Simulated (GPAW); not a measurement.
Crystal: TaN.

```xyz
2
Lattice="0.0000 2.2113 2.2113 2.2113 0.0000 2.2113 2.2113 2.2113 0.0000" Properties=species:S:1:pos:R:3 pbc="T T T"
Ta    2.2113    2.2113    2.2113
N     0.0000    0.0000    0.0000
```

The cell comes from a database or a generator and needn't be the stable form of this composition.

* Program: GPAW 26.7.0
* Task: relaxation of cell and atoms
* Functional: PBEsol
* Dispersion: D3(BJ)
* Potentials or basis: PAW data sets generated in the run's folder for this functional
* Cutoff: 800 eV
* Basis: pw
* k mesh: 10 × 10 × 10
* Occupations: fermi-dirac, width 0.05 eV
* Spin: no spin polarisation

At the start: pressure -17.9 GPa; volume 10.81 Å³/atom.

Question: How do energy, volume and symmetry change on relaxing?

Answer: Over 4 steps the energy falls by 30.8 meV/atom and the volume is 10.25 Å³/atom (-5.2 %); space group Fm-3m (No. 225, to 0.05 Å).

Step by step:
```
step  energy change (eV)  largest force (eV/Å)  pressure (GPa)  volume (Å³)
   1              0.0000                0.0000          -17.92        21.63
   2             -0.0459                0.0000           -9.77        21.07
   3             -0.0614                0.0000            0.71        20.46
   4             -0.0616                0.0000           -0.02        20.50
```

Final structure:
```
Ta N
1.0
     0.00000    2.17234    2.17234
     2.17234    0.00000    2.17234
     2.17234    2.17234    0.00000
Ta N
1 1
Direct
  0.50000 0.50000 0.50000
  0.00000 0.00000 0.00000
```

Caveat: later steps reuse the first step's grids; pairwise dispersion overbinds metals, which lowers pressure and volume.
